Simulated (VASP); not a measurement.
# Sn (I4_1/amd) in VASP: single point with PBE

Aim: the single point of Sn with PBE.

Everything below comes from runs of VASP 6.6.1. Logs are shortened: lines on timing, memory, paths and dates and some standing lists are left out, and cuts for length are marked.

### 1 The structure

The structure is tetragonal, space group I4_1/amd (No. 141). Conventional cell: a = 5.832 Å, b = 5.832 Å, c = 3.181 Å, α = 90.00°, β = 90.00°, γ = 90.00°. Around Sn (site symmetry -4m2) lie 6 Sn at 3.02 to 3.18 Å.

### 2 Single point, PBE

Contents of INCAR:

```
SYSTEM = Sn
ALGO     = Fast           ! electronic algorithm
EDIFF    = 1E-7           ! SCF threshold, eV
ENCUT    = 520            ! plane-wave cutoff, eV
GGA      = PE             ! functional
ISIF     = 2              ! what is computed and relaxed
ISMEAR   = -1             ! smearing method
LASPH    = .TRUE.         ! aspherical terms in the spheres
LCHARG   = .FALSE.        ! write CHGCAR
LREAL    = .FALSE.        ! projectors in reciprocal space
LWAVE    = .FALSE.        ! write WAVECAR
NBANDS   = 21             ! bands
NELM     = 100            ! most SCF steps
PREC     = Accurate       ! precision mode
SIGMA    = 0.05           ! smearing width, eV
```

Contents of KPOINTS:

```
k-points
0
G
  15 15 15
  0 0 0
```

Contents of POSCAR:

```
Sn
1.0
   -2.9158500000      2.9158500000      1.5906500000
    2.9158500000     -2.9158500000      1.5906500000
    2.9158500000      2.9158500000     -1.5906500000
Sn
2
Direct
    0.0000000000      0.0000000000      0.0000000000
    0.7500000000      0.2500000000      0.5000000000
```

Potentials or basis: VASP PAW PBE potentials, release 64 (Sn_d).

Run with:

```console
> cat potpaw_PBE.64/Sn_d/POTCAR > POTCAR
> mpirun -np 1 vasp_std > vasp.out
```

OUTCAR:

```text
SYSTEM = Sn
   EDIFF = 1E-7
   ENCUT = 520
   GGA = PE
   ISIF = 2
   ISMEAR = -1
   LASPH = .TRUE.
   LREAL = .FALSE.
   NELM = 100
   PREC = Accurate

 ion  position               nearest neighbor table
   1  0.000  0.000  0.000-   2 3.02   2 3.02   2 3.02   2 3.02
   2  0.750  0.250  0.500-   1 3.02   1 3.02   1 3.02   1 3.02

  LATTYP: Found a body centered tetragonal cell.
 ALAT       =     5.8317000000
 C/A-ratio  =     0.5455184595

  Lattice vectors:

 A1 = (  -2.9158500000,   2.9158500000,   1.5906500000)
 A2 = (   2.9158500000,  -2.9158500000,   1.5906500000)
 A3 = (   2.9158500000,   2.9158500000,  -1.5906500000)

Analysis of symmetry for initial positions (statically):
=====================================================================
 Subroutine PRICEL returns:
 Original cell was already a primitive cell.

 Routine SETGRP: Setting up the symmetry group for a
 body centered tetragonal supercell.

 Subroutine GETGRP returns: Found 16 space group operations
 (whereof  8 operations were pure point group operations)
 out of a pool of 16 trial point group operations.

The static configuration has the point symmetry D_2d.
 The point group associated with its full space group is D_4h.

Analysis of symmetry for dynamics (positions and initial velocities):
=====================================================================
 Subroutine PRICEL returns:
 Original cell was already a primitive cell.

 Routine SETGRP: Setting up the symmetry group for a
 body centered tetragonal supercell.

 Subroutine GETGRP returns: Found 16 space group operations
 (whereof  8 operations were pure point group operations)
 out of a pool of 16 trial point group operations.

The dynamic configuration has the point symmetry D_2d.
 The point group associated with its full space group is D_4h.

 Subroutine INISYM returns: Found 16 space group operations
 (whereof  8 operations are pure point group operations),
 and found     1 'primitive' translations

----------------------------------------------------------------------------------------

                                     Primitive cell

  volume of cell :      54.0960

  direct lattice vectors                    reciprocal lattice vectors
    -2.915850000  2.915850000  1.590650000     0.000000000  0.171476585  0.314336906
     2.915850000 -2.915850000  1.590650000     0.171476585  0.000000000  0.314336906
     2.915850000  2.915850000 -1.590650000     0.171476585  0.171476585  0.000000000

  length of vectors
     4.419788441  4.419788441  4.419788441     0.358066907  0.358066907  0.242504512

  position of ions in fractional coordinates (direct lattice)
     0.000000000  0.000000000  0.000000000
     0.750000000  0.250000000  0.500000000

  ion indices of the primitive-cell ions
   primitive index   ion index
                 1           1
                 2           2

----------------------------------------------------------------------------------------

 KPOINTS: k-points

Automatic generation of k-mesh.
 Grid dimensions read from file:
 generate k-points for:   15   15   15

 Generating k-lattice:

  Cartesian coordinates                     Fractional coordinates (reciprocal lattice)
     0.000000000  0.011431772  0.020955794     0.066666667  0.000000000  0.000000000
     0.011431772  0.000000000  0.020955794     0.000000000  0.066666667  0.000000000
     0.011431772  0.011431772  0.000000000     0.000000000  0.000000000  0.066666667

  Length of vectors
     0.023871127  0.023871127  0.016166967

  Shift w.r.t. Gamma in fractional coordinates (k-lattice)
     0.000000000  0.000000000  0.000000000

 Subroutine IBZKPT returns following result:
 ===========================================

 Found    288 irreducible k-points:

 Following reciprocal coordinates:
            Coordinates               Weight
  0.000000  0.000000  0.000000      1.000000
  0.066667 -0.000000  0.000000      8.000000
  0.133333  0.000000  0.000000      8.000000
  0.200000 -0.000000  0.000000      8.000000
  0.266667  0.000000  0.000000      8.000000
  0.333333  0.000000  0.000000      8.000000
[... 16 lines left out ...]
  0.133333  0.133333 -0.000000      8.000000
  0.200000  0.133333  0.000000     16.000000
 [... further k-points ...]
   k-points           NKPTS =    288   k-points in BZ     NKDIM =    288   number of bands    NBANDS=     21
   number of dos      NEDOS =    301   number of ions     NIONS =      2
   total plane-waves  NPLWV =  46656
   dimension x,y,z NGX =    36 NGY =   36 NGZ =   36
   dimension x,y,z NGXF=    72 NGYF=   72 NGZF=   72
   ions per type =               2
   NGX,Y,Z   is equivalent  to a cutoff of  13.54, 13.54, 13.54 a.u.
   NGXF,Y,Z  is equivalent  to a cutoff of  27.08, 27.08, 27.08 a.u.
 SYSTEM =  Sn
   PREC   = accura    normal or accurate (medium, high low for compatibility)
   ISTART =      0    job   : 0-new  1-cont  2-samecut
   ICHARG =      2    charge: 1-file 2-atom 10-const
   ISPIN  =      1    spin polarized calculation?
   LNONCOLLINEAR =      F non collinear calculations
   LSORBIT =      F    spin-orbit coupling
   LASPH  =      T    aspherical Exc in radial PAW
   ENCUT  =  520.0 eV  38.22 Ry    6.18 a.u.   8.22  8.22  8.22*2*pi/ulx,y,z
   NELM   =    100;   NELMIN=  2; NELMDL= -5     # of ELM steps
   EDIFF  = 0.1E-06   stopping-criterion for ELM
   LREAL  =      F    real-space projection
   EDIFFG = 0.1E-05   stopping-criterion for IOM
   NSW    =      0    number of steps for IOM
   IBRION =     -1    ionic relax: 0-MD 1-quasi-New 2-CG
   NFREE  =      0    steps in history (QN), initial steepest desc. (CG)
   ISIF   =      2    stress and relaxation
   ISYM   =      2    0-nonsym 1-usesym 2-fastsym
   POTIM  = 0.5000    time-step for ionic-motion
   TEBEG  =    0.0;   TEEND  =   0.0 temperature during run
   PSTRESS=    0.0 pullay stress
   NELECT =      28.0000    total number of electrons
   NUPDOWN=      -1.0000    fix difference up-down
   EMIN   =  10.00;   EMAX   =-10.00  energy-range for DOS
   EFERMI =   0.00;   METHOD = LEGACY
   ISMEAR =    -1;   SIGMA  =   0.05  broadening in eV -4-tet -1-fermi 0-gaus
   EFERMI_NEDOS =   21; number of points for ismear=-14 and -15
   IALGO  =     68    algorithm
   IMIX   =      4    mixing-type and parameters
     AMIX     =   0.40;   BMIX     =  1.00
     AMIX_MAG =   1.60;   BMIX_MAG =  1.00
  volume/ion in A,a.u.               =      27.05       182.53
  Fermi-wavevector in a.u.,A,eV,Ry     =   1.314435  2.483922 23.507328  1.727740
  Thomas-Fermi vector in A             =   2.444688
   LORBIT       =      0    0 simple, 1 ext, 2 COOP (PROOUT), +10 PAW based schemes
   GGA     = PE    functional components
   LHFCALC =     F    Hartree Fock is set to
   AEXX    =    0.0000 exact exchange contribution
   IVDW    =     0    specifies the selected vdW correction
   LEPSILON=     F    determine dielectric tensor
   LRPA    =     F    only Hartree local field effects (RPA)
 non-spin polarized calculation
 RMM-DIIS sequential band-by-band and
  energy-cutoff  :      520.00
  volume of cell :       54.10
 maximum number of plane-waves:      1476
 NGX is ok and might be reduce to    36
   NGX = 17   NGY = 17   NGZ = 17

 number of electron      28.0000002 magnetization

 Free energy of the ion-electron system (eV)
  ---------------------------------------------------
  ext. energy  EPLUGINS =         0.00000000
  ---------------------------------------------------
  free energy    TOTEN  =        -7.59199950 eV

  energy without entropy =       -7.58452022  energy(sigma->0) =       -7.58825986

 E-fermi :   8.0179     XC(G=0): -10.3208

 val. band max:        8.0162748129   @ k =  -0.1333  -0.2000   0.1333
 cond. band min:       8.0274302786   @ k =  -0.3333   0.4667   0.0667
 fundamental gap:      0.0111554657
 Fermi energy:         8.0178525083

 k-point     1 :       0.0000    0.0000    0.0000
  band No.  band energies     occupation
      1     -13.6463      2.00000
      2     -13.5613      2.00000
      3     -13.5189      2.00000
      4     -13.5063      2.00000
      5     -13.3568      2.00000
      6     -13.3568      2.00000
[... 13 lines left out ...]
     20      17.9008      0.00000
     21      18.5646      0.00000

 k-point     2 :       0.0667   -0.0000    0.0000
  band No.  band energies     occupation
      1     -13.6436      2.00000
      2     -13.5523      2.00000
      3     -13.5156      2.00000
      4     -13.4957      2.00000
      5     -13.3635      2.00000
      6     -13.3627      2.00000
[... 13 lines left out ...]
     20      17.6687      0.00000
     21      17.8136      0.00000

 k-point     3 :       0.1333    0.0000    0.0000
  band No.  band energies     occupation
      1     -13.6351      2.00000
      2     -13.5278      2.00000
      3     -13.5063      2.00000
      4     -13.4685      2.00000
      5     -13.3790      2.00000
      6     -13.3715      2.00000
[... 13 lines left out ...]
     20      16.5870      0.00000
     21      16.7328      0.00000

 k-point     4 :       0.2000   -0.0000    0.0000
  band No.  band energies     occupation
      1     -13.6219      2.00000
      2     -13.4959      2.00000
      3     -13.4926      2.00000
      4     -13.4409      2.00000
      5     -13.3984      2.00000
      6     -13.3698      2.00000
[... 13 lines left out ...]
     20      15.7119      0.00000
     21      16.4556      0.00000

 k-point     5 :       0.2667    0.0000    0.0000
  band No.  band energies     occupation
      1     -13.6064      2.00000
      2     -13.4783      2.00000
      3     -13.4711      2.00000
      4     -13.4364      2.00000
      5     -13.4166      2.00000
      6     -13.3748      2.00000
[... 13 lines left out ...]
     20      15.0673      0.00000
     21      16.8327      0.00000
[... 382 lines left out ...]
     20      17.7368      0.00000
     21      17.9585      0.00000

 k-point    22 :      -0.0667    0.0667    0.0000
  band No.  band energies     occupation
      1     -13.6426      2.00000
      2     -13.5620      2.00000
      3     -13.5158      2.00000
      4     -13.5087      2.00000
      5     -13.3585      2.00000
      6     -13.3546      2.00000
[... 13 lines left out ...]
     20      18.1577      0.00000
     21      18.4954      0.00000

 k-point    23 :       0.1333    0.1333   -0.0000
  band No.  band energies     occupation
      1     -13.6162      2.00000
      2     -13.4850      2.00000
      3     -13.4677      2.00000
      4     -13.4196      2.00000
      5     -13.4029      2.00000
      6     -13.3902      2.00000
[... 13 lines left out ...]
     20      15.4307      0.00000
     21      15.7355      0.00000

 k-point    24 :       0.2000    0.1333    0.0000
  band No.  band energies     occupation
      1     -13.6039      2.00000
      2     -13.4729      2.00000
      3     -13.4675      2.00000
      4     -13.4221      2.00000
      5     -13.4162      2.00000
      6     -13.3987      2.00000
[... 13 lines left out ...]
     20      15.1641      0.00000
     21      16.0859      0.00000

 [... further k-points ...]

------------------------ aborting loop because EDIFF is reached ----------------------------------------

  FORCE on cell =-STRESS in cart. coord.  units (eV):
  Direction    XX          YY          ZZ          XY          YZ          ZX
  --------------------------------------------------------------------------------------
  -------------------------------------------------------------------------------------
  Total        0.9909920      0.9909920      0.6468301      0.0000000      0.0000000      0.0000000
  in kB       29.3505176     29.3505176     19.1573682      0.0000000      0.0000000      0.0000000
  external PRESSURE =      25.9528012 kB  Pullay stress =       0.0000000 kB

 VOLUME and BASIS-vectors are now :
 -----------------------------------------------------------------------------
  energy-cutoff  :      520.00
  volume of cell :       54.10
      direct lattice vectors                 reciprocal lattice vectors
    -2.915850000  2.915850000  1.590650000     0.000000000  0.171476585  0.314336906
     2.915850000 -2.915850000  1.590650000     0.171476585  0.000000000  0.314336906
     2.915850000  2.915850000 -1.590650000     0.171476585  0.171476585  0.000000000

 POSITION                                       TOTAL-FORCE (eV/Angst)
 -----------------------------------------------------------------------------------
      0.00000      0.00000      0.00000         0.000000      0.000000     -0.000000
     -0.00000      2.91585      0.79532        -0.000000     -0.000000      0.000000
 -----------------------------------------------------------------------------------
    total drift:                               -0.000000      0.000000     -0.000000

  FREE ENERGIE OF THE ION-ELECTRON SYSTEM (eV)
  ---------------------------------------------------
  free  energy   TOTEN  =        -7.5919995039 eV

  energy  without entropy=       -7.5845202165  energy(sigma->0) =       -7.58825986
```

Wall time 3.5 min (1 thread of Intel Xeon 6975P-C (Granite Rapids), shared host); peak memory 0.39 GiB.

Results:

| Item | Value |
| --- | --- |
| Free energy | -7.5920 eV |
| Pressure | 2.6 GPa |
| Band gap on the k mesh | none (metal or under the smearing width) |
